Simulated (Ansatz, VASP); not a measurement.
## Ru: VASP beside Ansatz

INCAR

```
PREC = Accurate
ENCUT = 520
EDIFF = 1E-8
ISMEAR = -1
SIGMA = 0.03
LREAL = False
LASPH = True
NELM = 80
ALGO = Normal
ISIF = 2
LWAVE = False
LCHARG = False
GGA = PE
LEFG = True
NBANDS = 21
```

File KPOINTS:

```
Automatic mesh
0
Gamma
  14 14 8
```

Contents of POSCAR:

```
Ru
1.0
    2.6505634408      0.0000000000      0.0000000000
   -1.3252817204      2.2954552741      0.0000000000
    0.0000000000      0.0000000000      4.1944897589
Ru
2
Direct
    0.3333333333      0.6666666667      0.2500000000
    0.6666666667      0.3333333333      0.7500000000
```

Input for Ansatz:

```yaml
crystal:
  lattice:
    - [2.6505634408, 0.0, 0.0]
    - [-1.3252817204, 2.2954552741, 0.0]
    - [0.0, 0.0, 4.1944897589]
  atoms:
    - { symbol: Ru, position: [0.3333333333, 0.6666666667, 0.25] }
    - { symbol: Ru, position: [0.6666666667, 0.3333333333, 0.75] }
kpoints:
  mp_grid: { grid: [14, 14, 8] }
scf:
  occupations: { method: fermi_dirac, width: 0.03 }
hamiltonian:
  xc: pbe
  pseudopotentials: { kind: all_electron, datasets: crystal }
output:
  forces: true
  stress: true
  eigenvalues: true
  efg: { contact_densities: true }
```

Change from the starting cell: volume scaled by 0.94, crystal datasets.

Alike in both runs: task electric field gradients; functional PBE; k mesh 14 × 14 × 8; occupations fermi-dirac, width 0.03 eV; no spin polarisation.

|  | VASP | Ansatz |
| --- | --- | --- |
| version | VASP 6.6.1 | Ansatz 0.2.0 |
| potentials or method | VASP PAW PBE potentials, release 64 (Ru_pv) | all-electron PAW with datasets made for the crystal, scalar-relativistic |
| plane-wave cutoff (eV) | 520 | see its input |

Ansatz gave:

- pressure (GPa): 28.4
- largest component of the traceless stress (GPa): 0.36
- Vzz of the field gradient on the site that differs most (V/Å²): -11.7

Estimate VASP's values.

pressure (GPa): 28.5; largest component of the traceless stress (GPa): 0.31; Vzz of the field gradient on the site that differs most (V/Å²): -14.7.

Ansatz ran all-electron here, so the differences hold the error of VASP's frozen core and of both bases. Ansatz warned: «gradients_without_spin_orbit».

Caveats: so large a pressure means that the cell lies far from this level's equilibrium, or that cutoff or potentials fall short (VASP).
